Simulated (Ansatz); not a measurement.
# BN (P1) in Ansatz: a series of runs, part 2 of 2

Ansatz 0.2.0.

### 4 Band structure, B3LYP

File input:

```
crystal:
  lattice:
    - [2.5080409239, 0.0, 0.0]
    - [-1.2467107647, 2.1762310413, 0.0]
    - [-0.6306650796, -1.0881155206, 3.02254]
  atoms:
    - { symbol: "N", position: [0.668506, 0.332385, 0.984999] }
    - { symbol: B, position: [0.979643, 0.983499, 0.001806] }
hamiltonian:
  xc: b3lyp
  pseudopotentials: { kind: paw }
kpoints:
  mp_grid: { grid: [7, 7, 5] }
  band_path:
    path:
      - [[0.0, 0.0, 0.0], [0.5, -0.5, 0.0], [0.5, -0.5, -0.5], [0.0, 0.0, -0.5], [0.0, 0.0, 0.0], [0.3772664522, 0.3772664522, -0.3772664522], [0.7093019284, -0.2906980716, -0.2093019284], [0.5, -0.5, 0.0]]
      - [[0.5, -0.5, -0.5], [0.6227335478, -0.3772664522, -0.6227335478]]
      - [[0.3772664522, 0.3772664522, -0.3772664522], [0.2906980716, 0.2906980716, -0.7906980716], [0.0, 0.0, -0.5]]
      - [[0.5, 0.0, -0.5], [0.0, 0.0, 0.0]]
    npoints: 4
scf:
  occupations: { method: fermi_dirac, width: 0.05 }
  n_extra_bands: 6
output:
  forces: true
  stress: true
  eigenvalues: true
  fatbands: false
```

Potentials or basis: Ansatz PAW.

Output:

```text
Warning: output.stress: scf.convergence.dr2_threshold = 1e-7 eV (the SCF's general default) is looser than the 2e-10 eV advised for a printed stress (1e-10 eV for each atom of the cell: 2). What an SCF threshold leaves in a stress goes as its square root, and in the free energy as the threshold itself, and one threshold admits the most on a small cell: of the crystals measured, under no hybrid functional and no lock of the moments, on runs that ended without the residual-converged pass, on stresses that held no estimate of that error, the worst erred by over 100 MPa in a component at 1e-7 eV an atom and by under 5 at 1e-10. Set scf.convergence.dr2_threshold to 2e-10 eV or tighter. The threshold is an SCF's pass mark: one that does not reach it within its budget of iterations ends unconverged, or closes short of it on a stop that the run arms, and scf.convergence.dr2_threshold's page says what that costs each kind of run
Warning: output.stress: scf.exx.energy_threshold = 1e-6 eV is looser than the 2e-8 eV advised for a stress under a hybrid functional (1e-8 eV for each atom of the cell: 2). Every SCF of the exchange loop can meet its threshold on dr2 while the loop round them stops early: no threshold on dr2 bounds what that leaves in the stress. Set scf.exx.energy_threshold to 2e-8 eV or tighter. The threshold is the loop's pass mark: a loop that does not reach it within its budget of cycles ends unconverged, and scf.exx.energy_threshold's page has the law
scf.n_extra_bands = 6 over 4 filled bands (N_el = 8.0): the run solves 10 bands
GPUs: using 1 of 1 available (devices: 1).
Engine: ansatz 0.2.0, x86_64-unknown-linux-gnu
Pseudopotentials: kind: paw
Pseudopotential: N, paw, valence charge 5, recommended cutoff 420 eV (normal), N.paw.azcp
Pseudopotential: B, paw, valence charge 3, recommended cutoff 420 eV (normal), B.paw.azcp
Functional definition: B3LYP
  parameter a0 = 0.2
  parameter ax = 0.72
  parameter ac = 0.81
  exchange = (1 - a0 - ax)*slater_x + ax*b88_x + a0*exact_x
  correlation = (1 - ac)*vwn_rpa_c + ac*lyp_c
device memory: the entry about to start is reckoned to put 0.6 GiB on a device that reports 51.2 GiB free (of which the cap on the GPU budget leaves the run 18.0 GiB)
GPU FFT provider: cuFFT
GPU libraries: cuBLAS 13.8.2, cuFFT 12.4.0, cuSOLVER 12.3.4
Crystal: 2 atoms, lattice volume = 16.497 Å³
Basis set: ecut = 420 eV, 321 PW (Γ), exchange–correlation on 36×36×48 points (8 copies of the dense FFT grid, shifted against one another)
Bands: 10, of which v1, the nominal top of the filled ones, is band 4 counted from 1 (3 counted from 0)
Symmetry: 1 space group operations
Space group: P1 (ITA 1), of the structure as read, at distance tolerance 2.5e-5 Å
[... 68 lines left out ...]
  E_local      = -304.285501  (includes V_loc(G=0)·N_el)
  E_nonlocal   = 58.538022
  E_hartree    = 94.744076
  E_xc         = -75.395449
  E_vxc        = -93.018156  (∫ρ·V_xc dr)
  E_exx        = -18.209458  (= α·E_x^exact, valence–valence)
  E_paw        = -208.596331  (= ΣΔE_a)
  E_vpaw       = -20.709577  (= ΣTr[D̂ρ^β])
  E_aug_tail   = 0.000098  (compensation charges beyond the density's cutoff)
  E_ewald      = -276.176749
  E_core_change = -0.015343  (= ΣΔE_core)
  E_smearing   = -0.000000  (= −TS)
  E_closure    = -0.000000  (closes the sum)
  Σ components = -544.979713   (vs F -544.979713, Δ=0.00e0)
--- Forces (eV/Å), atoms counted from 1 ---
  atom   1  N     -1.67665505    -2.08619787     0.66725043
  atom   2  B      1.67665380     2.08619881    -0.66723056
  max |Σ_I F_I| component: 1.99e-5 eV/Å
--- Stress (GPa, compression-positive) ---
       -7.311216      -4.224300       0.536056
       -4.224484       2.906497       1.185276
        0.536061       1.185273      10.476471
  P = ⅓ Tr σ = 2.0239 GPa (20.239 kbar)
--- Band table (eV; the first three rows and the last of 123) ---
  k-point 0: bands = ["-14.3258", "1.2687", "2.4984", "4.2598", "12.5336", "17.5717", "19.7371", "20.5952", "22.4081", "32.9218"]
  k-point 1: bands = ["-14.1335", "-0.1367", "2.4908", "4.2437", "14.6435", "17.4864", "19.7397", "20.4439", "22.9724", "32.3734"]
  k-point 2: bands = ["-13.7894", "-1.8990", "2.4779", "4.2155", "17.2437", "17.7739", "19.7255", "20.0901", "24.8596", "31.8305"]
  k-point 122: bands = ["-11.6384", "-2.6132", "-0.5834", "3.8970", "13.6233", "16.8340", "19.2143", "24.3134", "25.0604", "29.0222"]
```

Wall time 32 s (1 × NVIDIA H100 80GB HBM3 with 2 threads of AMD EPYC 7R13 (Zen 3), shared host); peak memory 1.7 GiB.

Results:

```yaml
Free_energy: -544.9797 eV
Pressure: 2.0 GPa
Largest_force: 2.758 eV/Å
Band_gap_along_the_path: 4.40 eV, indirect (least direct gap 6.34 eV)
```

Forces on the atoms (eV/Å):
```
N   -1.677 -2.086  0.667
B    1.677  2.086 -0.667
```

Stress tensor (GPa, compression positive):
```
-7.31 -4.22  0.54
-4.22  2.91  1.19
 0.54  1.19 10.48
```

Levels at the corners of the path, in eV from the valence-band top:
| point | band 1 | band 2 | band 3 | band 4 | band 5 | band 6 | band 7 | band 8 | band 9 |
| --- | --- | --- | --- | --- | --- | --- | --- | --- | --- |
| Γ | -19.75 | -4.16 | -2.93 | -1.17 | 7.11 | 12.15 | 14.31 | 15.17 | 16.98 |
| Y | -16.42 | -10.33 | -4.79 | -0.24 | 8.01 | 10.92 | 14.35 | 16.36 | 22.20 |
| T | -16.08 | -9.78 | -4.94 | -2.42 | 4.40 | 11.04 | 17.54 | 21.98 | 23.46 |
| Z | -19.15 | -7.59 | -2.95 | -1.22 | 11.84 | 12.83 | 14.29 | 14.54 | 20.09 |
| Γ | -19.75 | -4.16 | -2.93 | -1.17 | 7.11 | 12.15 | 14.31 | 15.17 | 16.98 |
| X | -15.67 | -9.12 | -7.46 | -1.47 | 4.99 | 14.55 | 14.94 | 19.96 | 20.87 |
| A1 | -15.80 | -8.99 | -7.86 | -1.36 | 7.10 | 14.55 | 16.60 | 16.85 | 20.33 |
| Y | -16.42 | -10.33 | -4.79 | -0.24 | 8.01 | 10.92 | 14.35 | 16.36 | 22.20 |
| T | -16.08 | -9.78 | -4.94 | -2.42 | 4.40 | 11.04 | 17.54 | 21.98 | 23.46 |
| X1 | -15.67 | -9.12 | -7.46 | -1.47 | 4.99 | 14.55 | 14.94 | 19.96 | 20.87 |
| X | -15.67 | -9.12 | -7.46 | -1.47 | 4.99 | 14.55 | 14.94 | 19.96 | 20.87 |
| A | -15.80 | -8.99 | -7.86 | -1.36 | 7.10 | 14.55 | 16.60 | 16.85 | 20.33 |
| Z | -19.15 | -7.59 | -2.95 | -1.22 | 11.84 | 12.83 | 14.29 | 14.54 | 20.09 |
| L | -16.16 | -9.86 | -5.44 | -1.68 | 6.23 | 11.44 | 15.88 | 19.40 | 23.02 |
| Γ | -19.75 | -4.16 | -2.93 | -1.17 | 7.11 | 12.15 | 14.31 | 15.17 | 16.98 |

Caveat: the k mesh is coarse (spacing up to 0.44 Å⁻¹), so the values aren't converged, least of all with exact exchange; the pressure holds a Pulay correction of +0.7 GPa for the finite cutoff; the PAW data sets come from PBE, with cores solved anew for the run's functional, which leaves a small shift of forces and pressure; forces of over 1 eV/Å show positions far from the minimum, so gaps and moduli don't describe the material at rest; the thresholds are loose for stress.

### 5 The runs side by side

```csv
level,pressure (GPa),largest force (eV/Å)
PBE0,-0.6,2.81
PBEsol0,-3.1,2.82
B3LYP,2.0,2.76
```

Alike in all rows: task band structure; potentials or basis Ansatz PAW; no spin polarisation; cell as given; k mesh 7 × 7 × 5; cutoff (eV) 420; smearing fermi-dirac 0.05 eV; the mesh is coarse, so values aren't converged.

Caveats: all runs use coarse meshes; the PAW data sets come from PBE, with cores solved anew for the run's functional, which leaves a small shift of forces and pressure; forces of over 1 eV/Å show positions far from the minimum, so gaps and moduli don't describe the material at rest; the thresholds are loose for stress.

Absolute energies hang on the potentials; compare differences alone.
